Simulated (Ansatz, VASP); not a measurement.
# Zr in VASP and in Ansatz

```
Zr
1.0
     5.03829    0.00000    0.00000
    -2.51914    4.36328    0.00000
     0.00000    0.00000    3.15805
Zr
3
Direct
  0.00000 0.00000 0.00000
  0.33333 0.66667 0.50000
  0.66667 0.33333 0.50000
```

Alike in both runs: functional r2SCAN; k mesh 12 × 12 × 14; occupations gaussian, width 0.1 eV; no spin polarisation.

Ansatz relaxed the structure, and its values are those at the end. VASP's run is a single point on that final structure, the one shown.

|  | VASP | Ansatz |
| --- | --- | --- |
| version | VASP 6.6.1 | Ansatz 0.2.0 |
| potentials or method | VASP PAW PBE potentials, release 64 (Zr_sv) | scalar-relativistic, plane waves, PAW |
| plane-wave cutoff (eV) | 520 | 500 |
| valence electrons in the cell | 36 | 36 |

|  | VASP | Ansatz | Ansatz less VASP |
| --- | --- | --- | --- |
| gap on the k mesh at the Fermi level (eV) | none | none | - |
| pressure (GPa) | 0.0 | 0.0 | -0.01 |

A gap of «none» marks a metal or a gap that the smearing closes.

Caveats: the PAW data sets were made with another functional, which shifts forces and pressure a little (VASP).
